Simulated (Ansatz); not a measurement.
Set up this calculation in Ansatz 0.2.0, as the native input.

```yaml
Task: relaxation of cell and atoms
Functional: PBEsol
Potentials_or_basis: Ansatz PAW
Cutoff: "420 eV (not typed: the program's choice for these potentials)"
k_mesh: 8 × 8 × 8
Occupations: fermi-dirac, width 0.05 eV
Spin: no spin polarisation
```

TiO2:

```
CELL_PARAMETERS angstrom
-4.35076 4.35076 1.88756
4.35076 -4.35076 1.88756
4.35076 4.35076 -1.88756
ATOMIC_POSITIONS crystal
Ti 0.29228 0.99714 0.28943
Ti 0.00286 0.29228 0.29514
Ti 0.99714 0.70772 0.70486
Ti 0.70772 0.00286 0.71057
O 0.49886 0.84922 0.34808
O 0.16166 0.15960 0.32126
O 0.15078 0.49886 0.64965
O 0.15960 0.83834 0.99794
O 0.84040 0.16166 0.00206
O 0.84922 0.50114 0.35035
O 0.83834 0.84040 0.67874
O 0.50114 0.15078 0.65192
```

Measurements of this composition are mostly on another form, of space group No. 141.

These files were run (other wordings do the same):

input.yaml

```yaml
crystal:
  lattice:
    - [-4.3507577183, 4.3507577183, 1.8875555959]
    - [4.3507577183, -4.3507577183, 1.8875555959]
    - [4.3507577183, 4.3507577183, -1.8875555959]
  atoms:
    - { symbol: Ti, position: [0.292281705, 0.997144755, 0.28942646] }
    - { symbol: Ti, position: [0.002855245, 0.292281705, 0.29513695] }
    - { symbol: Ti, position: [0.997144755, 0.707718295, 0.70486305] }
    - { symbol: Ti, position: [0.707718295, 0.002855245, 0.71057354] }
    - { symbol: O, position: [0.498863825, 0.849215285, 0.34807911] }
    - { symbol: O, position: [0.16166202, 0.1596026, 0.32126462] }
    - { symbol: O, position: [0.150784715, 0.498863825, 0.64964854] }
    - { symbol: O, position: [0.1596026, 0.83833798, 0.99794058] }
    - { symbol: O, position: [0.8403974, 0.16166202, 0.00205942] }
    - { symbol: O, position: [0.849215285, 0.501136175, 0.35035146] }
    - { symbol: O, position: [0.83833798, 0.8403974, 0.67873538] }
    - { symbol: O, position: [0.501136175, 0.150784715, 0.65192089] }
hamiltonian:
  xc: pbesol
  pseudopotentials: { kind: paw }
kpoints:
  mp_grid: { grid: [8, 8, 8] }
scf:
  occupations: { method: fermi_dirac, width: 0.05 }
output:
  forces: true
  stress: true
  eigenvalues: true
relax:
  f_tol: 0.01
  max_steps: 40
  cell: { stress_tol: 0.05 }
```

Potentials or basis: Ansatz PAW.

The run is started by

```console
$ ansatz run input.yaml --threads 4 --pin off --max-ram 11264MiB --backend cpu --events-out ev --progress --plain --runs-dir out
```

Results of the run:

```yaml
Relaxed_volume: 11.76 Å³/atom
Relaxed_cell: a = 6.408 Å, b = 6.408 Å, c = 6.408 Å, α = 94.94°, β = 94.94°, γ = 145.86°
Space_group_after_relaxing_to_0.05_Å: I4/m (No. 87)
Energy_gained_by_relaxing: 1.2 meV/atom
Ionic_steps: 7
Pressure_after_relaxing: 0.0 GPa
Band_gap_on_the_k_mesh: 1.60 eV, indirect (least direct gap 2.31 eV)
```

Caveat: the plane-wave basis is chosen anew once the cell has moved, so the energies of steps on either side of that aren't comparable; the pressure holds a Pulay correction of +0.7 GPa for the finite cutoff; the PAW data sets come from PBE, with cores solved anew for the run's functional, which leaves a small shift of forces and pressure.

It took 69 s on 4 threads of Arm Neoverse V2 (shared host), peak memory 0.85 GiB.
